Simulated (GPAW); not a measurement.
# HfC (Fm-3m) in GPAW: further runs

Aim: see how the results for HfC move with the level of theory and the settings. Levels: PBEsol, BLYP. Tasks: single point.

Everything below comes from runs of GPAW 26.7.0. Logs are shortened: lines on timing, memory, paths and dates and some standing lists are left out, and cuts for length are marked. The log counts tension as positive stress, the text compression.

**1. The structure**

The structure is cubic, space group Fm-3m (No. 225). The conventional cell has a = 4.650 Å, b = 4.650 Å, c = 4.650 Å, α = 90.00°, β = 90.00°, γ = 90.00°. Hf (site symmetry m-3m) has 6 C at 2.33 Å as nearest neighbours. C (site symmetry m-3m) is surrounded by 6 Hf at 2.33 Å.

**2. Single point, PBEsol**

Contents of run.py:

```python
from ase.dft.bandgap import bandgap
from ase.io import read, write
from ase.units import GPa
from gpaw import GPAW, PW, setup_paths

setup_paths.insert(0, '.')

atoms = read('HfC.xyz')

calc = GPAW(mode=PW(800),
            xc='PBEsol',
            kpts={'size': (10, 10, 10), 'gamma': True},
            occupations={'name': 'methfessel-paxton', 'order': 0, 'width': 0.02},
            nbands=18,
            convergence={'density': 1e-05, 'energy': 1e-05},
            maxiter=150,
            txt='gpaw.txt')
atoms.calc = calc
energy = atoms.get_potential_energy()
forces = atoms.get_forces()
stress = atoms.get_stress()
calc.write('gs.gpw')
write('result.traj', atoms)
print(f'Energy: {energy:.6f} eV')
print('Forces (eV/A):')
print(forces.round(4))
print('Stress (GPa):', (stress / GPa).round(3))
print('Fermi level:', round(calc.get_fermi_level(), 4), 'eV')
print(f'Gap: {bandgap(calc)[0]:.4f} eV, direct: {bandgap(calc, direct=True)[0]:.4f} eV')
```

Contents of HfC.xyz:

```xyz
2
Lattice="0.0000000000 2.3250000000 2.3250000000 2.3250000000 0.0000000000 2.3250000000 2.3250000000 2.3250000000 0.0000000000" Properties=species:S:1:pos:R:3 pbc="T T T"
Hf     2.3250000000      2.3250000000      2.3250000000
C      0.0000000000      0.0000000000      0.0000000000
```

Potentials or basis: PAW data sets generated in the run's folder for this functional, pw.

Started as:

```bash
$ gpaw-setup -f PBEsol C Hf
$ OMP_NUM_THREADS=1 python run.py
```

gpaw.txt:

```text
__  _  _
 | _ |_)|_||  |
 |__||  | ||/\| - 26.7.0

Input parameters:
  mode=PW(ecut=800.0),
  convergence={'density': 1e-05, 'energy': 1e-05},
  kpts=MonkhorstPack(size=(10, 10, 10), gamma=True),
  maxiter=150,
  nbands=18,
  occupations=Occupations(name='methfessel-paxton', order=0, width=0.02),
  xc=XC(name='PBEsol')

Diagonalizing LCAO Hamiltonian
Converting LCAO to pw mode

               Hf

       C

Atoms  # Å, Bohr magnetons
|   | symbol |        x |        y |        z |    initial magnetic moments |
|---|--------|----------|----------|----------|-----------------------------|
| 0 |     Hf | 2.325000 | 2.325000 | 2.325000 | ( 0.0000,  0.0000,  0.0000) |
| 1 |      C | 0.000000 | 0.000000 | 0.000000 | ( 0.0000,  0.0000,  0.0000) |

Unit cell  # Å
| periodic |        x |        y |        z |  lengths |    angles |
|----------|----------|----------|----------|----------|-----------|
|      yes | 0.000000 | 2.325000 | 2.325000 | 3.288047 | 60.000000 |
|      yes | 2.325000 | 0.000000 | 2.325000 | 3.288047 | 60.000000 |
|      yes | 2.325000 | 2.325000 | 0.000000 | 3.288047 | 60.000000 |

Number of symmetries: 48
Symmetry operations  # r_c * U_cc + t_c -> r_c
|    | kind |            matrix            |
|----|------|------------------------------|
|  0 |  σ   |  1, 0, 0,  1, 0,-1,  1,-1, 0 |
|  1 |  C2  |  1, 0, 0,  1,-1, 0,  1, 0,-1 |
|  2 |  E   |  1, 0, 0,  0, 1, 0,  0, 0, 1 |
|  3 |  σ   |  1, 0, 0,  0, 0, 1,  0, 1, 0 |
|  4 |  C4  |  1, 0,-1,  1, 0, 0,  1,-1, 0 |
|  5 |  S6  |  1, 0,-1,  1,-1, 0,  1, 0, 0 |
|  6 |  σ   |  1, 0,-1,  0, 1,-1,  0, 0,-1 |
|  7 |  C3  |  1, 0,-1,  0, 0,-1,  0, 1,-1 |
|  8 |  S6  |  1,-1, 0,  1, 0, 0,  1, 0,-1 |
|  9 |  C4  |  1,-1, 0,  1, 0,-1,  1, 0, 0 |
| 10 |  C3  |  1,-1, 0,  0,-1, 1,  0,-1, 0 |
| 11 |  σ   |  1,-1, 0,  0,-1, 0,  0,-1, 1 |
| 12 |  σ   |  0, 1, 0,  1, 0, 0,  0, 0, 1 |
| 13 |  C4  |  0, 1, 0,  0, 1,-1, -1, 1, 0 |
| 14 |  C3  |  0, 1, 0,  0, 0, 1,  1, 0, 0 |
| 15 |  S6  |  0, 1, 0, -1, 1, 0,  0, 1,-1 |
| 16 |  C2  |  0, 1,-1,  1, 0,-1,  0, 0,-1 |
| 17 |  σ   |  0, 1,-1,  0, 1, 0, -1, 1, 0 |
| 18 |  S4  |  0, 1,-1,  0, 0,-1,  1, 0,-1 |
| 19 |  C4  |  0, 1,-1, -1, 1, 0,  0, 1, 0 |
| 20 |  C3  |  0, 0, 1,  1, 0, 0,  0, 1, 0 |
| 21 |  σ   |  0, 0, 1,  0, 1, 0,  1, 0, 0 |
| 22 |  S6  |  0, 0, 1,  0,-1, 1, -1, 0, 1 |
| 23 |  C4  |  0, 0, 1, -1, 0, 1,  0,-1, 1 |
| 24 |  S4  |  0, 0,-1,  1, 0,-1,  0, 1,-1 |
| 25 |  C3  |  0, 0,-1,  0, 1,-1,  1, 0,-1 |
| 26 |  C2  |  0, 0,-1,  0,-1, 0, -1, 0, 0 |
| 27 |  S6  |  0, 0,-1, -1, 0, 0,  0,-1, 0 |
| 28 |  S4  |  0,-1, 1,  1,-1, 0,  0,-1, 0 |
| 29 |  C4  |  0,-1, 1,  0, 0, 1, -1, 0, 1 |
| 30 |  C2  |  0,-1, 1,  0,-1, 0,  1,-1, 0 |
| 31 |  σ   |  0,-1, 1, -1, 0, 1,  0, 0, 1 |
| 32 |  C3  |  0,-1, 0,  1,-1, 0,  0,-1, 1 |
| 33 |  S6  |  0,-1, 0,  0, 0,-1, -1, 0, 0 |
| 34 |  S4  |  0,-1, 0,  0,-1, 1,  1,-1, 0 |
| 35 |  C2  |  0,-1, 0, -1, 0, 0,  0, 0,-1 |
| 36 |  C2  | -1, 1, 0,  0, 1, 0,  0, 1,-1 |
| 37 |  S6  | -1, 1, 0,  0, 1,-1,  0, 1, 0 |
| 38 |  S4  | -1, 1, 0, -1, 0, 1, -1, 0, 0 |
| 39 |  C3  | -1, 1, 0, -1, 0, 0, -1, 0, 1 |
| 40 |  S6  | -1, 0, 1,  0, 0, 1,  0,-1, 1 |
| 41 |  C2  | -1, 0, 1,  0,-1, 1,  0, 0, 1 |
| 42 |  C3  | -1, 0, 1, -1, 1, 0, -1, 0, 0 |
| 43 |  S4  | -1, 0, 1, -1, 0, 0, -1, 1, 0 |
| 44 |  C2  | -1, 0, 0,  0, 0,-1,  0,-1, 0 |
| 45 |  i   | -1, 0, 0,  0,-1, 0,  0, 0,-1 |
| 46 |  σ   | -1, 0, 0, -1, 1, 0, -1, 0, 1 |
| 47 |  C2  | -1, 0, 0, -1, 0, 1, -1, 1, 0 |

BZ-sampling:
  Number of BZ points: 1000
  Number of IBZ points: 47

  Monkhorst-Pack size: [10, 10, 10]
  Monkhorst-Pack shift: [0.05, 0.05, 0.05]

K-points  # in reciprocal-cell coordinates
|     |                                coordinates |     weight |
|-----|--------------------------------------------|------------|
|   0 | (  0.00000000,   0.00000000,   0.00000000) | 0.00100000 |
|   1 | (  0.10000000,   0.10000000,   0.00000000) | 0.00600000 |
|   2 | (  0.10000000,   0.10000000,   0.10000000) | 0.00800000 |
|   3 | (  0.20000000,   0.10000000,   0.10000000) | 0.01200000 |
|   4 | (  0.20000000,   0.20000000,   0.00000000) | 0.00600000 |
|   5 | (  0.20000000,   0.20000000,   0.10000000) | 0.02400000 |
|   6 | (  0.20000000,   0.20000000,   0.20000000) | 0.00800000 |
|   7 | (  0.30000000,   0.20000000,   0.10000000) | 0.02400000 |
|   8 | (  0.30000000,   0.20000000,   0.20000000) | 0.02400000 |
|   9 | (  0.30000000,   0.30000000,   0.00000000) | 0.00600000 |
| ... |                                            |            |
|  46 | (  0.50000000,   0.50000000,   0.50000000) | 0.00400000 |

Plane wave coefficients: 1308
Cutoff: 800.0 eV

Spin-components: 1 (collinear spins)
Bands:           18
Projectors:      11
Spin-degeneracy: 2
Datatype:        complex128

Parallelization:
  kpt:    1
  domain: 1
  band:   1

Density:
  Valence electrons: 16.0
  Components: 1
  Grid points: [24 24 24]
  Charge: 0.0  # |e|

Potential:
  Grid points: [24 24 24]

species:
  Hf:
    name:    Hafnium
    Z:       72.0
    valence: 12
    core:    60
    charge:  0.0  # [|e|]
    compensation charges:
      type: gauss
      rc: 0.41  # [Å]
      lmax: 2
    cutoffs:
      filter: 2.36  # [Å]
      core: 4.02  # [Å]
    projectors
    | kind |    occ | energy [eV] | rcut [Å] |
    |------|--------|-------------|----------|
    |   5s |  2.000 |     -66.855 |    1.397 |
    |   6s |  2.000 |      -5.120 |    1.397 |
    |   5p |  6.000 |     -35.615 |    1.307 |
    |   6p |  0.000 |      -1.375 |    1.307 |
    |   5d |  2.000 |      -2.724 |    1.334 |
    |    d |        |      24.487 |    1.334 |

    Using partial waves for Hf as LCAO basis

  C:
    name:    Carbon
    Z:       6.0
    valence: 4
    core:    2
    charge:  0.0  # [|e|]
    compensation charges:
      type: gauss
      rc: 0.20  # [Å]
      lmax: 2
    cutoffs:
      filter: 1.14  # [Å]
      core: 1.14  # [Å]
    projectors
    | kind |    occ | energy [eV] | rcut [Å] |
    |------|--------|-------------|----------|
    |   2s |  2.000 |     -13.648 |    0.635 |
    |   2p |  2.000 |      -5.232 |    0.635 |
    |    s |        |      13.563 |    0.635 |
    |    p |        |      21.979 |    0.635 |
    |    d |        |       0.000 |    0.635 |

    Using partial waves for C as LCAO basis

Reference energy: -410785.337283  # eV

eigensolver:
  PPCG
  Converge bands: occupied
  niter=2

density mixing:
  MSR1-Mixer
  Pratt-step length: 0.05
  Maximum mixing coefficient: 0.75
  Old densities: 10
  SVD Regularization: 0.005
  Good broyden scale: 1.0
  Trust region scale: 1.0
  Backstep threshold: 4.0
  History deletion threshold: 6.0
  Fourier metric: weight=20.0, sigma=0.015

occupation numbers:
  Methfessel-Paxton:
    width: 0.0200  # eV
    order: 0

poisson solver:
  ecut: 6400.0  # eV

xc functional:
  name: PBEsol with 2 nearest neighbor stencil

convergence criteria:
- Maximum integral of absolute [dens]ity change: 1e-05 electrons / valence electron
- Maximum [total energy] change in last 3 cyles: 1e-05 eV / valence electron
- Maximum integral of absolute [eigenst]ate change: 4e-08 eV^2 / valence electron
maximum number of iterations: 150

SCF iterations
|iter     | |      energy | eigst |  dens |
|---------|-|-------------|-------|-------|
|iter:   1| |  -21.473386 | -0.35 |       |
|iter:   2| |  -20.921809 | -2.58 | -0.82 |
|iter:   3| |  -19.679930 | -1.55 | -0.89 |
|iter:   4| |  -19.689030 | -3.11 | -1.62 |
|iter:   5| |  -19.697028 | -3.18 | -1.84 |
|iter:   6| |  -19.696962 | -5.19 | -3.00 |
|iter:   7| |  -19.696963c| -6.57 | -3.63 |
|iter:   8| |  -19.696964c| -7.71c| -4.18 |
|iter:   9| |  -19.696964c| -9.11c| -5.34c|

Converged in 9 steps
Energy contributions relative to reference atoms: (reference = -410785.337283)

Energy contributions:
  Kinetic:          17.374599
  Coulomb:         -18.350358
  Zero:             -0.398859
  External:          0.000000
  Xc:              -18.322260
  Entropy:          -0.000172
  Spinorbit:         0.000000
  ----------------------------
  Free energy:     -19.697049
  Extrapolated:    -19.696964

dipole moment: (-9.244450, -9.244450, -9.244450)  # |e|*Ang

Fermi level: 10.874
Eigenvalues  # (at kpt = [0.000, 0.000, 0.000])
| band index |      eig [eV] | occ [0-2] |
|------------|---------------|-----------|
|          0 |       -50.056 |     2.000 |
|          1 |       -18.712 |     2.000 |
|          2 |       -18.712 |     2.000 |
|          3 |       -18.712 |     2.000 |
|          4 |        -1.431 |     2.000 |
|          5 |        11.887 |     0.000 |
|          6 |        11.887 |     0.000 |
|          7 |        11.887 |     0.000 |
|          8 |        12.176 |     0.000 |
|          9 |        12.176 |     0.000 |
|         10 |        12.176 |     0.000 |
|         11 |        14.194 |     0.000 |
|         12 |        14.194 |     0.000 |
|        ... |               |           |
|         17 |        35.174 |     0.000 |

No gap
No difference between direct/indirect transitions

Forces  # eV/Ang
|        x |        y |        z |
|----------|----------|----------|
|  0.00000 |  0.00000 |  0.00000 |  # Hf   0
| -0.00000 | -0.00000 | -0.00000 |  # C    1

Stress tensor  # eV/Ang^3
|        x |        y |        z |
|----------|----------|----------|
| 0.033288 | 0.000000 | 0.000000 |
| 0.000000 | 0.033288 | 0.000000 |
| 0.000000 | 0.000000 | 0.033288 |

# Writing to gs.gpw (mode='')
```

It took 29 s on 1 thread of Arm Neoverse V1, shared host; peak memory 0.17 GiB.

Results:

* Free energy: -19.6970 eV
* Pressure: -5.3 GPa
* Band gap on the k mesh: none (metal or under the smearing width)

Levels at points of the mesh, in eV from the Fermi level:
| k point | band 4 | band 5 | band 6 | band 7 | band 8 | band 9 | band 10 | band 11 | band 12 | band 13 |
| --- | --- | --- | --- | --- | --- | --- | --- | --- | --- | --- |
| (0.00, 0.00, 0.00) | -29.59 | -12.31 | 1.01 | 1.01 | 1.01 | 1.30 | 1.30 | 1.30 | 3.32 | 3.32 |
| (0.50, 0.50, 0.00) | -29.82 | -10.40 | -2.65 | -1.86 | -0.11 | -0.11 | 5.24 | 6.65 | 6.65 | 8.37 |
| (0.50, 0.50, 0.50) | -29.65 | -8.54 | -6.19 | -3.02 | -3.02 | 5.23 | 5.23 | 5.72 | 6.51 | 11.34 |

The run has no spin-orbit coupling, so splittings on Hf are missing.

**3. Single point, BLYP**

Edit run.py of step 2 so:

```diff
@@ -7,10 +7,11 @@
 
-atoms = read('HfC.xyz')
+atoms = read('POSCAR')
 
 calc = GPAW(mode=PW(800),
-            xc='PBEsol',
+            xc='BLYP',
             kpts={'size': (10, 10, 10), 'gamma': True},
-            occupations={'name': 'methfessel-paxton', 'order': 0, 'width': 0.02},
+            occupations={'name': 'improved-tetrahedron-method'},
             nbands=18,
             convergence={'density': 1e-05, 'energy': 1e-05},
+            eigensolver='davidson',
             maxiter=150,
```

Contents of POSCAR:

```
HfC
1.0
    0.0000000000      2.3250000000      2.3250000000
    2.3250000000      0.0000000000      2.3250000000
    2.3250000000      2.3250000000      0.0000000000
Hf C
1 1
Direct
    0.5000000000      0.5000000000      0.5000000000
    0.0000000000      0.0000000000      0.0000000000
```

Potentials or basis: PAW data sets generated in the run's folder for this functional, pw.

Started as:

```bash
$ gpaw-setup -f BLYP C Hf
$ OMP_NUM_THREADS=1 python run.py
```

It took 28 s on 1 thread of Arm Neoverse V1, shared host; peak memory 0.17 GiB.

Results (log left out):

```yaml
Free_energy: -16.6797 eV
Pressure: 7.4 GPa
Band_gap_on_the_k_mesh: none (metal or under the smearing width)
```

Levels at points of the mesh, in eV from the Fermi level:
```csv
k point,band 4,band 5,band 6,band 7,band 8,band 9,band 10,band 11,band 12,band 13
"(0.00, 0.00, 0.00)",-29.84,-12.23,0.94,0.94,0.94,1.33,1.33,1.33,3.26,3.26
"(0.50, 0.50, 0.00)",-30.07,-10.44,-2.52,-1.68,-0.13,-0.13,5.10,6.47,6.47,8.49
"(0.50, 0.50, 0.50)",-29.91,-8.60,-6.03,-3.04,-3.04,5.11,5.11,5.63,6.92,11.12
```

Spin-orbit coupling is left out, which matters for the levels of Hf.

**4. Single point, PBEsol**

Edit run.py of step 3 so:

```diff
@@ -1,3 +1,4 @@
+from ase import Atoms
 from ase.dft.bandgap import bandgap
-from ase.io import read, write
+from ase.io import write
 from ase.units import GPa
@@ -7,11 +8,16 @@
 
-atoms = read('POSCAR')
+atoms = Atoms(['Hf', 'C'],
+              cell=[[0.0, 2.325, 2.325],
+                    [2.325, 0.0, 2.325],
+                    [2.325, 2.325, 0.0]],
+              scaled_positions=[[0.5, 0.5, 0.5],
+                                [0.0, 0.0, 0.0]],
+              pbc=True)
 
 calc = GPAW(mode=PW(800),
-            xc='BLYP',
+            xc='PBEsol',
             kpts={'size': (10, 10, 10), 'gamma': True},
-            occupations={'name': 'improved-tetrahedron-method'},
+            occupations={'name': 'methfessel-paxton', 'order': 0, 'width': 0.05},
             nbands=18,
             convergence={'density': 1e-05, 'energy': 1e-05},
-            eigensolver='davidson',
             maxiter=150,
```

Started as:

```bash
$ gpaw-setup -f PBEsol C Hf
$ OMP_NUM_THREADS=1 python run.py
```

It took 29 s on 1 thread of Arm Neoverse V1, shared host; peak memory 0.17 GiB.

The run converged. Its results:

| Item | Value |
| --- | --- |
| Free energy | -19.6973 eV |
| Pressure | -5.3 GPa |
| Band gap on the k mesh | none (metal or under the smearing width) |

Levels at points of the mesh, in eV from the Fermi level:
| k point | band 5 | band 6 | band 7 | band 8 | band 9 | band 10 | band 11 | band 12 |
| --- | --- | --- | --- | --- | --- | --- | --- | --- |
| (0.00, 0.00, 0.00) | -12.31 | 1.01 | 1.01 | 1.01 | 1.30 | 1.30 | 1.30 | 3.31 |
| (0.50, 0.50, 0.00) | -10.40 | -2.65 | -1.87 | -0.12 | -0.12 | 5.24 | 6.64 | 6.64 |
| (0.50, 0.50, 0.50) | -8.55 | -6.20 | -3.03 | -3.03 | 5.23 | 5.23 | 5.71 | 6.50 |

The run has no spin-orbit coupling, so splittings on Hf are missing.

**5. The runs side by side**

| level | smearing | eigensolver | gap on the mesh (eV) | pressure (GPa) |
| --- | --- | --- | --- | --- |
| PBEsol | gaussian 0.02 eV | - | none | -5.3 |
| BLYP | improved-tetrahedron-method | davidson | none | 7.4 |
| PBEsol | gaussian 0.05 eV | - | none | -5.3 |

Alike in all rows: task single point; potentials or basis PAW data sets generated in the run's folder for this functional, pw; no spin polarisation; cell as given; k mesh 10 × 10 × 10; cutoff (eV) 800.

Every run on the cell as given and a fine mesh finds a metal. The pressure there spans -5.3 GPa (PBEsol) to 7.4 GPa (BLYP); a positive pressure means that this level wants a larger cell, a negative one a smaller.

Absolute energies hang on the potentials; compare differences alone.
